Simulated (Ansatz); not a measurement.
**Convergence notes, G0W0 on Mg2Si (Fm-3m)**

A 3-atom cell of Mg2Si (Fm-3m) from a materials database, relaxed with r2SCAN; one-shot G0W0 in Ansatz without spin-orbit coupling. Calculated for a static, non-magnetic cell.

```cif
data_structure
_symmetry_space_group_name_H-M 'P 1'
_symmetry_Int_Tables_number 1
_cell_length_a 4.4816
_cell_length_b 4.4816
_cell_length_c 4.4816
_cell_angle_alpha 60.000
_cell_angle_beta 60.000
_cell_angle_gamma 60.000
_cell_volume 63.65
loop_
_atom_site_label
_atom_site_type_symbol
_atom_site_fract_x
_atom_site_fract_y
_atom_site_fract_z
_atom_site_occupancy
Mg1 Mg 0.25000 0.25000 0.25000 1
Mg2 Mg 0.75000 0.75000 0.75000 1
Si1 Si 0.00000 0.00000 0.00000 1
```

Gaps are read over the mesh points alone. G0W0 values are finite-basis, finite-mesh values.
```
 start       potentials      frequency model   mesh  empty bands  screening cutoff (eV)  Kohn-Sham gap (eV)  G0W0 gap (eV)       rough cost
   PBE              PAW  contour deformation  4×4×4          103                     80                0.17           0.43  15 core-seconds
   PBE              PAW  contour deformation  4×4×4          239                    140                0.17           0.52  70 core-seconds
   PBE              PAW  contour deformation  4×4×4          439                    210                0.17           0.55   5 core-minutes
 HSE06              PAW  contour deformation  4×4×4          239                    140                0.57           0.69   3 core-minutes
   LDA              PAW  contour deformation  4×4×4          239                    140                0.11           0.49  70 core-seconds
r2SCAN              PAW  contour deformation  4×4×4          239                    140                0.42           0.64  80 core-seconds
   PBE              PAW     Godby-Needs pole  4×4×4          239                    140                0.17           0.49  70 core-seconds
   PBE              PAW  contour deformation  6×6×6          103                     80                0.20           0.46  80 core-seconds
   PBE  norm-conserving  contour deformation  4×4×4          239                    140                0.17           0.52   3 core-minutes
```

The quasiparticle gap on this mesh is 0.55 eV (Γ to X), against 0.17 eV from PBE: +0.38 eV. Renormalisation factors Z lie between 0.71 and 0.76.

Raising bands and cutoff together moves the gap by +0.09 eV (80 to 140 eV), then +0.03 eV (140 to 210 eV); the last step is small, which bounds nothing strictly. Starting from HSE06 (0.57 eV against PBE's 0.17 eV) gives 0.69 eV, +0.17 eV from G0W0@PBE at the same screening cutoff. Starting from LDA (0.11 eV against PBE's 0.17 eV) gives 0.49 eV, -0.03 eV from G0W0@PBE at the same screening cutoff. Starting from r2SCAN (0.42 eV against PBE's 0.17 eV) gives 0.64 eV, +0.12 eV from G0W0@PBE at the same screening cutoff. The Godby-Needs plasmon pole differs from contour deformation by -0.03 eV. A 6×6×6 mesh in place of 4×4×4 changes the opening over PBE by 0.00 eV (the gap on the mesh by +0.03 eV, the PBE gap by +0.03 eV). Norm-conserving potentials (wave cutoff 1143 eV against 420 eV) shift the quasiparticle gap by 0.00 eV and the PBE gap by 0.00 eV. On these meshes the dielectric constant comes out too large, which adds an error that these runs don't bound. r2SCAN runs take a wave cutoff of 500 eV.

Gaps or overlaps of about a tenth of an eV are at the limit of these meshes: between the points read a gap can be smaller or closed.
